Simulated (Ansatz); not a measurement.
Crystal: CdS (Greenockite).

```
Cd S
1.0
     4.15000    0.00000    0.00000
    -2.07500    3.59401    0.00000
     0.00000    0.00000    6.73700
Cd S
2 2
Direct
  0.66667 0.33333 0.50000
  0.33333 0.66667 0.00000
  0.66667 0.33333 0.87500
  0.33333 0.66667 0.37500
```

Program: Ansatz 0.2.0. Alike in all runs: task single point; level HSE06 form with a typed share of exact exchange; potentials or basis Ansatz PAW; no spin polarisation; cell as given; k mesh 4 × 4 × 2; cutoff (eV) 420; smearing fermi-dirac 0.05 eV; the mesh is coarse, so values aren't converged.

Question: Order these runs on this cell by their band gap on the k mesh, lowest first.
A. screening (1/Å) 0.15; share of exact exchange 0.25
B. screening (1/Å) 0.2; share of exact exchange 0.4
C. screening (1/Å) 0.1; share of exact exchange 0.25
D. screening (1/Å) 0.3; share of exact exchange 0.25
E. screening (1/Å) 0.2; share of exact exchange 0.5

Answer: D (2.03 eV), A (2.38 eV), C (2.54 eV), B (2.93 eV), E (3.40 eV).

Caveats: all runs use coarse meshes.
